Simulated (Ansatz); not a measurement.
## Stress against strain in HgTe

```yaml
crystal:
  lattice:
    - [0.00000, 3.22350, 3.22350]
    - [3.22350, 0.00000, 3.22350]
    - [3.22350, 3.22350, 0.00000]
  atoms:
    - { symbol: Hg, position: [0.00000, 0.00000, 0.00000] }
    - { symbol: Te, position: [0.75000, 0.75000, 0.75000] }
```

Atoms are numbered in the order listed.

The cell is COD entry 1539232, as deposited and not checked against the literature; nothing was relaxed.

Spin–orbit coupling is left out, though it moves levels of the heavy atoms by tenths of an eV or more.

Level of theory: DFT, LDA, all-electron LAPW, scalar-relativistic in Ansatz 0.2.0.

Numerical set-up: a Γ-centred 11×11×11 k mesh, Fermi–Dirac smearing of 0.03 eV, basis error target 0.5 meV/atom, no spin polarisation.

The strain is applied along the Cartesian axes of the cell as listed (the other components stay zero). Fractional coordinates are held (clamped ions).

σ is the change of stress from the unstrained cell, which is at -0.26 GPa; tension is positive, so slopes are stress–strain coefficients at that pressure. In a metal the k mesh adds noise.

Only quantities that a quadratic follows smoothly over the whole series are listed; rougher ones are left out.

```csv
εzz,σzz (GPa),σxx (GPa)
-0.0300,-1.80,-1.35
-0.0200,-1.18,-0.87
0.0000,0.00,0.00
0.0100,0.57,0.39
0.0200,1.12,0.75
0.0300,1.65,1.09
```

(1) Fit the series and read off the stiffness at zero strain.

(2) One run, at εzz = -0.0100, is withheld. Predict its row.

Results:

(1) Least-squares fits y = p0 + p1 x + p2 x² to the rows give σzz (GPa): p1 = 57.5, p2 = -85; σxx (GPa): p1 = 40.6, p2 = -140. So C11 = 58 GPa and C12 = 41 GPa, which gives B = (C11 + 2 C12)/3 = 47 GPa.

(2) The fits give -0.58, -0.42; the run gave -0.58, -0.42.
